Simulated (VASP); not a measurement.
# Pd (Im-3m) in VASP: notebook

One crystal, Pd, is run at these levels: PBE; tasks: single point.

Everything below comes from runs of VASP 6.6.1. Logs are shortened: lines on timing, memory, paths and dates and some standing lists are left out, and cuts for length are marked.

**1. The crystal as given**

Symmetry: Im-3m, No. 229, cubic system. The conventional cell has a = 3.145 Å, b = 3.145 Å, c = 3.145 Å, α = 90.00°, β = 90.00°, γ = 90.00°. Around Pd (site symmetry m-3m) lie 8 Pd at 2.72 Å.

This isn't the form of Pd at room conditions, which is fcc.

**2. Single point, PBE**

The input, INCAR:

```
SYSTEM = Pd
PREC = Accurate ; ENCUT = 460
EDIFF = 1E-6 ; ISMEAR = 0
SIGMA = 0.2 ; LREAL = .FALSE.
LASPH = .TRUE. ; NELM = 100
ALGO = Normal ; ISIF = 2
LWAVE = .FALSE. ; LCHARG = .FALSE.
GGA = PE ; ADDGRID = .FALSE.
```

The input, KPOINTS:

```
Automatic mesh
0
G
  11 11 11
  0 0 0
```

The input, POSCAR:

```
Pd
1.0
   -1.5722810000      1.5722810000      1.5722810000
    1.5722810000     -1.5722810000      1.5722810000
    1.5722810000      1.5722810000     -1.5722810000
Pd
1
Direct
    0.0000000000      0.0000000000      0.0000000000
```

Potentials or basis: VASP PAW PBE potentials, release 64 (Pd).

On the command line:

```
> cat potpaw_PBE.64/Pd/POTCAR > POTCAR
> mpirun -np 1 vasp_std > vasp.out
```

OUTCAR:

```text
SYSTEM = Pd
   PREC = Accurate
   ENCUT = 460
   EDIFF = 1E-6
   ISMEAR = 0
   LREAL = .FALSE.
   LASPH = .TRUE.
   NELM = 100
   ISIF = 2
   GGA = PE

 Found     56 irreducible k-points:

 Following reciprocal coordinates:
            Coordinates               Weight
  0.000000  0.000000  0.000000      1.000000
  0.090909  0.000000  0.000000     12.000000
  0.181818  0.000000  0.000000     12.000000
  0.272727  0.000000  0.000000     12.000000
  0.363636  0.000000  0.000000     12.000000
  0.454545  0.000000  0.000000     12.000000
   k-points           NKPTS =     56   k-points in BZ     NKDIM =     56   number of bands    NBANDS=      9
   number of dos      NEDOS =    301   number of ions     NIONS =      1
   total plane-waves  NPLWV =   8000
   dimension x,y,z NGX =    20 NGY =   20 NGZ =   20
   dimension x,y,z NGXF=    40 NGYF=   40 NGZF=   40
   ions per type =               1
   NGX,Y,Z   is equivalent  to a cutoff of  12.21, 12.21, 12.21 a.u.
   NGXF,Y,Z  is equivalent  to a cutoff of  24.42, 24.42, 24.42 a.u.
 SYSTEM =  Pd
   PREC   = accura    normal or accurate (medium, high low for compatibility)
   ISTART =      0    job   : 0-new  1-cont  2-samecut
   ICHARG =      2    charge: 1-file 2-atom 10-const
   ISPIN  =      1    spin polarized calculation?
   LNONCOLLINEAR =      F non collinear calculations
   LSORBIT =      F    spin-orbit coupling
   LASPH  =      T    aspherical Exc in radial PAW
   ENCUT  =  460.0 eV  33.81 Ry    5.81 a.u.   4.76  4.76  4.76*2*pi/ulx,y,z
   NELM   =    100;   NELMIN=  2; NELMDL= -5     # of ELM steps
   EDIFF  = 0.1E-05   stopping-criterion for ELM
   LREAL  =      F    real-space projection
   EDIFFG = 0.1E-04   stopping-criterion for IOM
   NSW    =      0    number of steps for IOM
   IBRION =     -1    ionic relax: 0-MD 1-quasi-New 2-CG
   NFREE  =      0    steps in history (QN), initial steepest desc. (CG)
   ISIF   =      2    stress and relaxation
   ISYM   =      2    0-nonsym 1-usesym 2-fastsym
   POTIM  = 0.5000    time-step for ionic-motion
   TEBEG  =    0.0;   TEEND  =   0.0 temperature during run
   PSTRESS=    0.0 pullay stress
   NELECT =      10.0000    total number of electrons
   NUPDOWN=      -1.0000    fix difference up-down
   EMIN   =  10.00;   EMAX   =-10.00  energy-range for DOS
   EFERMI =   0.00;   METHOD = LEGACY
   ISMEAR =     0;   SIGMA  =   0.20  broadening in eV -4-tet -1-fermi 0-gaus
   EFERMI_NEDOS =   21; number of points for ismear=-14 and -15
   IALGO  =     38    algorithm
   IMIX   =      4    mixing-type and parameters
     AMIX     =   0.40;   BMIX     =  1.00
     AMIX_MAG =   1.60;   BMIX_MAG =  1.00
  volume/ion in A,a.u.               =      15.55       104.92
  Fermi-wavevector in a.u.,A,eV,Ry     =   1.413160  2.670485 27.171123  1.997021
  Thomas-Fermi vector in A             =   2.534834
   LORBIT       =      0    0 simple, 1 ext, 2 COOP (PROOUT), +10 PAW based schemes
   GGA     = PE    functional components
   LHFCALC =     F    Hartree Fock is set to
   AEXX    =    0.0000 exact exchange contribution
   IVDW    =     0    specifies the selected vdW correction
   LEPSILON=     F    determine dielectric tensor
   LRPA    =     F    only Hartree local field effects (RPA)
 non-spin polarized calculation
 Gauss-broadening in eV      SIGMA  =   0.20
  energy-cutoff  :      460.00
  volume of cell :       15.55
 maximum number of plane-waves:       370
   NGX =  9   NGY =  9   NGZ =  9

 number of electron      10.0000005 magnetization

 Free energy of the ion-electron system (eV)
  ---------------------------------------------------
  ext. energy  EPLUGINS =         0.00000000
  ---------------------------------------------------
  free energy    TOTEN  =        -5.17929566 eV

  energy without entropy =       -5.14932463  energy(sigma->0) =       -5.16431014

 E-fermi :   8.9237     XC(G=0): -12.8531

 val. band max:        8.9233183766   @ k =   0.2727   0.0909  -0.0000
 cond. band min:       8.9471724901   @ k =  -0.4545   0.4545   0.4545
 fundamental gap:      0.0238541135
 Fermi energy:         8.9236655534

 k-point     1 :       0.0000    0.0000    0.0000
  band No.  band energies     occupation
      1       2.1892      2.00000
      2       6.1975      2.00000
      3       6.1975      2.00000
      4       6.1975      2.00000
      5       8.0385      2.00000
      6       8.0385      2.00000
      7      28.1918      0.00000
      8      28.1918      0.00000
      9      28.1918      0.00000

 k-point     2 :       0.0909    0.0000    0.0000
  band No.  band energies     occupation
      1       2.4893      2.00000
      2       6.1002      2.00000
      3       6.2014      2.00000
      4       6.4059      2.00000
      5       7.9305      2.00000
      6       8.0461      2.00000
      7      27.9042      0.00000
      8      28.1929      0.00000
      9      28.5370      0.00000

 k-point     3 :       0.1818    0.0000    0.0000
  band No.  band energies     occupation
      1       3.2862      2.00000
      2       5.8481      2.00000
      3       6.2286      2.00000
      4       6.9972      2.00000
      5       7.7607      2.00000
      6       8.0741      2.00000
      7      26.2737      0.00000
      8      27.5916      0.00000
      9      29.4700      0.00000

 k-point     4 :       0.2727    0.0000    0.0000
  band No.  band energies     occupation
      1       4.0595      2.00000
      2       5.5358      2.00000
      3       6.6773      2.00000
      4       7.7574      2.00000
      5       7.8588      2.00000
      6       8.1279      2.00000
      7      23.1139      0.00000
      8      26.1469      0.00000
      9      30.2323      0.00000

 k-point     5 :       0.3636    0.0000    0.0000
  band No.  band energies     occupation
      1       4.1632      2.00000
      2       5.2643      2.00000
      3       7.8079      2.00000
      4       8.1957      2.00000
      5       8.2783      1.99999
      6       8.7701      1.72240
      7      19.6516      0.00000
      8      24.7980      0.00000
      9      27.8507      0.00000

 k-point     6 :       0.4545    0.0000    0.0000
  band No.  band energies     occupation
      1       4.0394      2.00000
      2       5.1093      2.00000
      3       7.9515      2.00000
      4       8.2450      2.00000
      5       9.3884      0.00102
      6      10.0577      0.00000
      7      16.9313      0.00000
      8      24.0419      0.00000
      9      26.4694      0.00000

 [... further k-points ...]

------------------------ aborting loop because EDIFF is reached ----------------------------------------

  FORCE on cell =-STRESS in cart. coord.  units (eV):
  Direction    XX          YY          ZZ          XY          YZ          ZX
  --------------------------------------------------------------------------------------
  -------------------------------------------------------------------------------------
  Total       -0.0929849     -0.0929849     -0.0929849      0.0000000      0.0000000      0.0000000
  in kB       -9.5823573     -9.5823573     -9.5823573      0.0000000      0.0000000      0.0000000
  external PRESSURE =      -9.5823573 kB  Pullay stress =       0.0000000 kB

 VOLUME and BASIS-vectors are now :
 -----------------------------------------------------------------------------
  energy-cutoff  :      460.00
  volume of cell :       15.55
      direct lattice vectors                 reciprocal lattice vectors
    -1.572281000  1.572281000  1.572281000     0.000000000  0.318009313  0.318009313
     1.572281000 -1.572281000  1.572281000     0.318009313  0.000000000  0.318009313
     1.572281000  1.572281000 -1.572281000     0.318009313  0.318009313  0.000000000

 POSITION                                       TOTAL-FORCE (eV/Angst)
 -----------------------------------------------------------------------------------
      0.00000      0.00000      0.00000        -0.000000      0.000000     -0.000000
 -----------------------------------------------------------------------------------
    total drift:                                0.000000     -0.000000      0.000000

  FREE ENERGIE OF THE ION-ELECTRON SYSTEM (eV)
  ---------------------------------------------------
  free  energy   TOTEN  =        -5.1792956568 eV

  energy  without entropy=       -5.1493246268  energy(sigma->0) =       -5.16431014
```

Run time: 8.6 s. Hardware: 1 thread of Intel Xeon Platinum 8375C at 2.90GHz (Ice Lake), shared host; peak memory 0.13 GiB.

The run converged, but some of its settings lie outside the range that counts as converged, so its numbers aren't taken as properties of the crystal.

What came out:

- Free energy: -5.1793 eV
- Pressure: -1.0 GPa
- Band gap on the k mesh: none (metal or under the smearing width)

**3. Single point, PBE**

INCAR is that of step 2.

KPOINTS is that of step 2.

The input, POSCAR:

```
Pd
1.0
   -1.5345420000      1.5703810000      1.5719130000
    1.5565800000     -1.5514420000      1.5750130000
    1.5718420000      1.5887420000     -1.5529740000
Pd
1
Direct
    0.0275280000      0.0634310000      0.0341390000
```

Potentials or basis: VASP PAW PBE potentials, release 64 (Pd).

On the command line:

```
> cat potpaw_PBE.64/Pd/POTCAR > POTCAR
> mpirun -np 1 vasp_std > vasp.out
```

Run time: 78 s. Hardware: 1 thread of Intel Xeon Platinum 8375C at 2.90GHz (Ice Lake), shared host; peak memory 0.2 GiB.

These settings aren't checked as converged: the numbers below hold their error.

Results:

```yaml
Free_energy: -5.1756 eV
Pressure: -0.9 GPa
Band_gap_on_the_k_mesh: none (metal or under the smearing width)
```

**4. Single point, PBE**

INCAR: that of step 3 with these lines changed.

```diff
@@ -3,3 +3,3 @@
 EDIFF = 1E-6 ; ISMEAR = 0
-SIGMA = 0.2 ; LREAL = .FALSE.
+SIGMA = 0.05 ; LREAL = .FALSE.
 LASPH = .TRUE. ; NELM = 100
```

KPOINTS is that of step 3.

The input, POSCAR:

```
Pd
1.0
   -1.5722810000      1.5722810000      1.5722810000
    1.5722810000     -1.5722810000      1.5722810000
    1.5722810000      1.5722810000     -1.5722810000
Pd
1
Direct
    0.0000000000      0.0000000000      0.0000000000
```

Potentials or basis: VASP PAW PBE potentials, release 64 (Pd).

On the command line:

```
> cat potpaw_PBE.64/Pd/POTCAR > POTCAR
> mpirun -np 1 vasp_std > vasp.out
```

OUTCAR:

```text
SYSTEM = Pd
   PREC = Accurate
   ENCUT = 460
   EDIFF = 1E-6
   ISMEAR = 0
   LREAL = .FALSE.
   LASPH = .TRUE.
   NELM = 100
   ISIF = 2
   GGA = PE

 Found     56 irreducible k-points:

 Following reciprocal coordinates:
            Coordinates               Weight
  0.000000  0.000000  0.000000      1.000000
  0.090909  0.000000  0.000000     12.000000
  0.181818  0.000000  0.000000     12.000000
  0.272727  0.000000  0.000000     12.000000
  0.363636  0.000000  0.000000     12.000000
  0.454545  0.000000  0.000000     12.000000
[... 147 lines left out ...]

------------------------ aborting loop because EDIFF is reached ----------------------------------------

  FORCE on cell =-STRESS in cart. coord.  units (eV):
  Direction    XX          YY          ZZ          XY          YZ          ZX
  --------------------------------------------------------------------------------------
  -------------------------------------------------------------------------------------
  Total       -0.1015725     -0.1015725     -0.1015725      0.0000000      0.0000000     -0.0000000
  in kB      -10.4673414    -10.4673414    -10.4673414      0.0000000      0.0000000     -0.0000000
  external PRESSURE =     -10.4673414 kB  Pullay stress =       0.0000000 kB

 VOLUME and BASIS-vectors are now :
 -----------------------------------------------------------------------------
  energy-cutoff  :      460.00
  volume of cell :       15.55
      direct lattice vectors                 reciprocal lattice vectors
    -1.572281000  1.572281000  1.572281000     0.000000000  0.318009313  0.318009313
     1.572281000 -1.572281000  1.572281000     0.318009313  0.000000000  0.318009313
     1.572281000  1.572281000 -1.572281000     0.318009313  0.318009313  0.000000000

 POSITION                                       TOTAL-FORCE (eV/Angst)
 -----------------------------------------------------------------------------------
      0.00000      0.00000      0.00000        -0.000000      0.000000     -0.000000
 -----------------------------------------------------------------------------------
    total drift:                                0.000000      0.000000      0.000000

  FREE ENERGIE OF THE ION-ELECTRON SYSTEM (eV)
  ---------------------------------------------------
  free  energy   TOTEN  =        -5.1638724729 eV

  energy  without entropy=       -5.1613751277  energy(sigma->0) =       -5.16262380
```

OSZICAR:

```text
N       E                     dE             d eps       ncg     rms          rms(c)
DAV:   1     0.331335313868E+02    0.33134E+02   -0.49588E+03  1032   0.939E+02
DAV:   2    -0.505963917865E+01   -0.38193E+02   -0.36946E+02  1052   0.180E+02
DAV:   3    -0.540659915431E+01   -0.34696E+00   -0.34598E+00  1136   0.195E+01
DAV:   4    -0.540864207363E+01   -0.20429E-02   -0.20428E-02  1138   0.138E+00
DAV:   5    -0.540866829148E+01   -0.26218E-04   -0.26218E-04  1171   0.144E-01    0.657E+00
DAV:   6    -0.517428612425E+01    0.23438E+00   -0.11306E+00  1028   0.982E+00    0.325E+00
DAV:   7    -0.516674377846E+01    0.75423E-02   -0.53049E-03  1107   0.676E-01    0.176E+00
DAV:   8    -0.516386630025E+01    0.28775E-02   -0.94138E-04  1077   0.262E-01    0.423E-02
DAV:   9    -0.516386897683E+01   -0.26766E-05   -0.66092E-06  1150   0.259E-02    0.960E-03
DAV:  10    -0.516387262664E+01   -0.36498E-05   -0.14760E-06  1079   0.141E-02    0.211E-03
DAV:  11    -0.516387247289E+01    0.15375E-06   -0.11788E-08   533   0.100E-03
   1 F= -.51638725E+01 E0= -.51626238E+01  d E =-.249735E-02
```

stdout:

```text
POSCAR found type information on POSCAR Pd
 POSCAR found :  1 types and       1 ions
 scaLAPACK will be used
 LDA part: xc-table for (Slater+PW92), standard interpolation
 POSCAR, INCAR and KPOINTS ok, starting setup
 FFT: planning ... GRIDC
 FFT: planning ... GRID_SOFT
 FFT: planning ... GRID
 WAVECAR not read
 entering main loop
```

It took 11 s on 1 thread of Intel Xeon Platinum 8375C at 2.90GHz (Ice Lake), shared host; peak memory 0.12 GiB.

These settings aren't checked as converged: the numbers below hold their error.

Results:

| Item | Value |
| --- | --- |
| Free energy | -5.1639 eV |
| Pressure | -1.0 GPa |
| Band gap on the k mesh | none (metal or under the smearing width) |

**5. Single point, PBE**

INCAR is that of step 4.

KPOINTS is that of step 4.

The input, POSCAR:

```
Pd
1.0
   -1.5345420000      1.5703810000      1.5719130000
    1.5565800000     -1.5514420000      1.5750130000
    1.5718420000      1.5887420000     -1.5529740000
Pd
1
Direct
    0.0275280000      0.0634310000      0.0341390000
```

On the command line:

```
> cat potpaw_PBE.64/Pd/POTCAR > POTCAR
> mpirun -np 1 vasp_std > vasp.out
```

It took 77 s on 1 thread of Intel Xeon Platinum 8375C at 2.90GHz (Ice Lake), shared host; peak memory 0.19 GiB.

These settings aren't checked as converged: the numbers below hold their error.

What came out:

```yaml
Free_energy: -5.1607 eV
Pressure: -0.9 GPa
Band_gap_on_the_k_mesh: none (metal or under the smearing width)
```

**6. Single point, PBE**

INCAR: that of step 5 with these lines changed.

```diff
@@ -3,3 +3,3 @@
 EDIFF = 1E-6 ; ISMEAR = 0
-SIGMA = 0.05 ; LREAL = .FALSE.
+SIGMA = 0.02 ; LREAL = .FALSE.
 LASPH = .TRUE. ; NELM = 100
```

KPOINTS is that of step 5.

The input, POSCAR:

```
Pd
1.0
   -1.5722810000      1.5722810000      1.5722810000
    1.5722810000     -1.5722810000      1.5722810000
    1.5722810000      1.5722810000     -1.5722810000
Pd
1
Direct
    0.0000000000      0.0000000000      0.0000000000
```

Potentials or basis: VASP PAW PBE potentials, release 64 (Pd).

On the command line:

```
> cat potpaw_PBE.64/Pd/POTCAR > POTCAR
> mpirun -np 1 vasp_std > vasp.out
```

OUTCAR:

```text
SYSTEM = Pd
   PREC = Accurate
   ENCUT = 460
   EDIFF = 1E-6
   ISMEAR = 0
   LREAL = .FALSE.
   LASPH = .TRUE.
   NELM = 100
   ISIF = 2
   GGA = PE

 Found     56 irreducible k-points:

 Following reciprocal coordinates:
            Coordinates               Weight
  0.000000  0.000000  0.000000      1.000000
  0.090909  0.000000  0.000000     12.000000
  0.181818  0.000000  0.000000     12.000000
  0.272727  0.000000  0.000000     12.000000
  0.363636  0.000000  0.000000     12.000000
  0.454545  0.000000  0.000000     12.000000
[... 147 lines left out ...]

------------------------ aborting loop because EDIFF is reached ----------------------------------------

  FORCE on cell =-STRESS in cart. coord.  units (eV):
  Direction    XX          YY          ZZ          XY          YZ          ZX
  --------------------------------------------------------------------------------------
  -------------------------------------------------------------------------------------
  Total       -0.1002381     -0.1002381     -0.1002381      0.0000000     -0.0000000      0.0000000
  in kB      -10.3298196    -10.3298196    -10.3298196      0.0000000     -0.0000000      0.0000000
  external PRESSURE =     -10.3298196 kB  Pullay stress =       0.0000000 kB

 VOLUME and BASIS-vectors are now :
 -----------------------------------------------------------------------------
  energy-cutoff  :      460.00
  volume of cell :       15.55
      direct lattice vectors                 reciprocal lattice vectors
    -1.572281000  1.572281000  1.572281000     0.000000000  0.318009313  0.318009313
     1.572281000 -1.572281000  1.572281000     0.318009313  0.000000000  0.318009313
     1.572281000  1.572281000 -1.572281000     0.318009313  0.318009313  0.000000000

 POSITION                                       TOTAL-FORCE (eV/Angst)
 -----------------------------------------------------------------------------------
      0.00000      0.00000      0.00000         0.000000      0.000000     -0.000000
 -----------------------------------------------------------------------------------
    total drift:                                0.000000     -0.000000      0.000000

  FREE ENERGIE OF THE ION-ELECTRON SYSTEM (eV)
  ---------------------------------------------------
  free  energy   TOTEN  =        -5.1627708953 eV

  energy  without entropy=       -5.1622012715  energy(sigma->0) =       -5.16248608
```

Run time: 11 s. Hardware: 1 thread of Intel Xeon Platinum 8375C at 2.90GHz (Ice Lake), shared host; peak memory 0.12 GiB.

These settings aren't checked as converged: the numbers below hold their error.

Results:

```
Free energy            : -5.1628 eV
Pressure               : -1.0 GPa
Band gap on the k mesh : none (metal or under the smearing width)
```

**7. For comparison**

An earlier run on the cell as given: functional PBEsol; potentials or basis VASP PAW PBE potentials, release 64 (Pd); cutoff 520 eV; k mesh 12 × 12 × 12; occupations fermi-dirac, width 0.05 eV; no spin polarisation.

* Pressure: -10.3 GPa
* Band gap on the k mesh: none (metal or under the smearing width)
